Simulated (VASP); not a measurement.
Runs of VASP 6.6.1 on Y. It takes space group Fm-3m (No. 225, cubic). Conventional cell: a = 4.982 Å, b = 4.982 Å, c = 4.982 Å, α = 90.00°, β = 90.00°, γ = 90.00°. Y (site symmetry m-3m) has 12 Y at 3.52 Å as nearest neighbours. This isn't the form of Y at room conditions, which is hcp.

| cell | k mesh | gap on the mesh (eV) | pressure (GPa) |
| --- | --- | --- | --- |
| Fm-3m, 30.91 Å³/atom | 12 × 12 × 12 | none | -0.1 |
| Fm-3m, 33.39 Å³/atom | 12 × 12 × 12 | none | -2.9 |
| Fm-3m, 30.91 Å³/atom | 18 × 18 × 18 | none | -0.1 |
| Fm-3m, 32.15 Å³/atom | 12 × 12 × 12 | none | (a) |

Alike in all rows: task single point; level PBEsol; potentials or basis VASP PAW PBE potentials, release 64 (Y_sv); no spin polarisation; cutoff (eV) 520; smearing fermi-dirac 0.1 eV.

Problem. Estimate the missing entries.

Solution. (a) -1.6.

Caveats: the PAW data sets were made with another functional, which shifts forces and pressure a little.

A k mesh can miss the band edges, and the runs leave out spin-orbit coupling on Y.

A gap of «none» marks a metal or a gap under the smearing width.
